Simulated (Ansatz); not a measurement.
The system is Cu.

```
CELL_PARAMETERS angstrom
0.00000 1.80750 1.80750
1.80750 0.00000 1.80750
1.80750 1.80750 0.00000
ATOMIC_POSITIONS crystal
Cu 0.00000 0.00000 0.00000
```

| Quantity | Value |
| --- | --- |
| Program | Ansatz 0.2.0 |
| Task | relaxation of cell and atoms |
| Functional | PBEsol |
| Potentials or basis | Ansatz PAW |
| Cutoff | 420 eV (not typed: the program's choice for these potentials) |
| k mesh | 13 × 13 × 13 |
| Occupations | fermi-dirac, width 0.05 eV |
| Spin | no spin polarisation |

At the start: volume 11.81 Å³/atom.

Task: Where does the relaxation end?

Result: It ends after 5 steps and the volume is 11.31 Å³/atom (-4.3 %); space group Fm-3m (No. 225, to 0.05 Å).

The path:
```tsv
step	energy change (eV)	largest force (eV/Å)	volume (Å³)
1	0.0000	0.0000	11.81
2	-0.0085	0.0000	11.55
3	-0.0112	0.0000	11.28
4	-0.0112	0.0000	11.31
5	-0.0108	0.0000	11.31
```

Final structure:
```
CELL_PARAMETERS angstrom
0.00000 1.78135 1.78135
1.78135 0.00000 1.78135
1.78135 1.78135 0.00000
ATOMIC_POSITIONS crystal
Cu 0.00000 0.00000 0.00000
```

Caveat: the plane-wave basis is chosen anew once the cell has moved, so the energies of steps on either side of that aren't comparable; the PAW data sets come from PBE, with cores solved anew for the run's functional, which leaves a small shift of forces and pressure.
